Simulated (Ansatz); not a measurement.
**Al2Ru in Ansatz: the effect of target pressure**

Al2Ru:

```xyz
3
Lattice="-1.5604 1.5604 4.2218 1.5604 -1.5604 4.2218 1.5604 1.5604 -4.2218" Properties=species:S:1:pos:R:3 pbc="T T T"
Ru    0.0000    0.0000    0.0000
Al    0.0000    0.0000    2.8776
Al    0.0000    0.0000    5.5660
```

The cell comes from a database or a generator and needn't be the stable form of this composition.

Alike in all runs:

* Program: Ansatz 0.2.0
* Task: relaxation of cell and atoms
* Functional: PBEsol
* Potentials or basis: all-electron LAPW, scalar-relativistic
* Basis error allowed: 0.002 eV/atom
* k mesh: 12 × 12 × 12
* Occupations: fermi-dirac, width 0.05 eV
* Spin: no spin polarisation

Each run relaxes the cell or the atoms first.

Q: One run gave: relaxed volume 12.47 Å³/atom. Which target pressure did it use?
A. 20 GPa
B. 5 GPa
C. 0 GPa
D. 10 GPa
E. 30 GPa

A: A.

```csv
target pressure,relaxed volume (Å³/atom)
0 GPa,13.67
5 GPa,13.31
10 GPa,13.00
20 GPa,12.47
30 GPa,12.03
```
